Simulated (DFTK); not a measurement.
## Be under changes of volume

One of the cells (8.105 Å³/atom); the others are scaled copies at fixed shape and fractional positions:

```
CELL_PARAMETERS angstrom
2.28530 0.00000 0.00000
-1.14265 1.97913 0.00000
0.00000 0.00000 3.58420
ATOMIC_POSITIONS crystal
Be 0.66667 0.33333 0.75000
Be 0.33333 0.66667 0.25000
```

* Program: DFTK 0.8.2
* Functional: PBE
* Potentials or basis: dojo.nc.sr.pbe.v0_4_1.standard.upf (PBE)
* Cutoff: 1197 eV
* k mesh: 13 × 13 × 8
* Occupations: fermi-dirac, width 0.05 eV
* Spin: no spin polarisation

```csv
volume (Å³/atom),energy over the lowest point (meV/atom),pressure (GPa)
7.619,6.40,6.0
7.781,1.79,3.1
7.943,0.00,0.4
8.105,0.80,-2.0
8.268,?,?
8.430,9.30,-6.3
8.592,16.62,-8.2
```

Problem. What does the run at 8.268 Å³/atom give?

Solution. Energy over the lowest point 3.96 meV/atom; pressure -4.3 GPa.

Worked out: A Birch-Murnaghan fit of order 3 (a polynomial in V^(-2/3)) to the other rows has its minimum at 7.97 Å³/atom with B0 = V·E''(V) = 124 GPa and B' = 3.3 at fixed shape and positions, which overstates the stiffness. It gives 3.97 meV/atom at 8.268 Å³/atom, against the run's 3.96, and -dE/dV = -4.2 GPa, against -4.3.

Energies are extrapolated to zero smearing.
